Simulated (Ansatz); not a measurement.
Crystal: BaTiO3.

```
Ba Ti O
1.0
     3.99980    0.00000    0.00000
     0.00000    3.99980    0.00000
     0.00000    0.00000    4.01800
Ba Ti O
1 1 3
Direct
  0.00000 0.00000 0.00000
  0.50000 0.50000 0.49000
  0.00000 0.50000 0.51700
  0.50000 0.00000 0.51700
  0.50000 0.50000 0.01900
```

Base run:

- Program: Ansatz 0.2.0
- Functional: PBEsol
- Potentials or basis: Ansatz PAW
- Cutoff: 420 eV (not typed: the program's choice for these potentials)
- k mesh: 7 × 7 × 7
- Occupations: fermi-dirac, width 0.05 eV
- Spin: no spin polarisation

Its results: band gap on the k mesh 1.89 eV, indirect (least direct gap 2.04 eV); pressure -3.8 GPa; largest force 0.354 eV/Å.

Task: The run is repeated on the same cell with these changes: functional from PBEsol to rPW86-PBE. What comes out?

Result: Band gap on the k mesh 1.94 eV, indirect (least direct gap 2.09 eV); pressure 7.8 GPa; largest force 0.228 eV/Å.

Caveats: the k mesh misses the band edges, so the gap on the mesh is wider than the one along the path; spin-orbit coupling is left out, which moves the levels of the heavy elements; the PAW data sets come from PBE, with cores solved anew for the run's functional, which leaves a small shift of forces and pressure.
